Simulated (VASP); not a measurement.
Crystal: Hf.

```
CELL_PARAMETERS angstrom
-1.80500 1.80500 1.80500
1.80500 -1.80500 1.80500
1.80500 1.80500 -1.80500
ATOMIC_POSITIONS crystal
Hf 0.00000 0.00000 0.00000
```

This isn't the form of Hf at room conditions, which is hcp.

- Program: VASP 6.6.1
- Task: relaxation of cell and atoms
- Functional: PBE
- Potentials or basis: VASP PAW PBE potentials, release 64 (Hf_pv)
- Cutoff: 600 eV
- k mesh: 16 × 16 × 16
- Occupations: gaussian, width 0.1 eV
- Spin: no spin polarisation

At the start: pressure -5.4 GPa; volume 23.52 Å³/atom.

Q: Where does the relaxation end?

A: Over 6 steps the energy falls by 23.4 meV/atom and the volume is 22.19 Å³/atom (-5.7 %); space group Im-3m (No. 229, to 0.05 Å).

Step by step:
| step | energy change (eV) | largest force (eV/Å) | pressure (GPa) | volume (Å³) |
| --- | --- | --- | --- | --- |
| 1 | 0.0000 | 0.0000 | -5.39 | 23.52 |
| 2 | 0.0017 | 0.0000 | 6.64 | 20.93 |
| 3 | -0.0234 | 0.0000 | -0.06 | 22.21 |
| 4 | -0.0234 | 0.0000 | 0.06 | 22.18 |
| 5 | -0.0234 | 0.0000 | -0.05 | 22.21 |
| 6 | -0.0234 | 0.0000 | 0.01 | 22.19 |

Final structure:
```cif
data_structure
_symmetry_space_group_name_H-M 'P 1'
_symmetry_Int_Tables_number 1
_cell_length_a 3.0663
_cell_length_b 3.0663
_cell_length_c 3.0663
_cell_angle_alpha 109.471
_cell_angle_beta 109.471
_cell_angle_gamma 109.471
_cell_volume 22.19
loop_
_atom_site_label
_atom_site_type_symbol
_atom_site_fract_x
_atom_site_fract_y
_atom_site_fract_z
_atom_site_occupancy
Hf1 Hf 0.00000 0.00000 0.00000 1
```
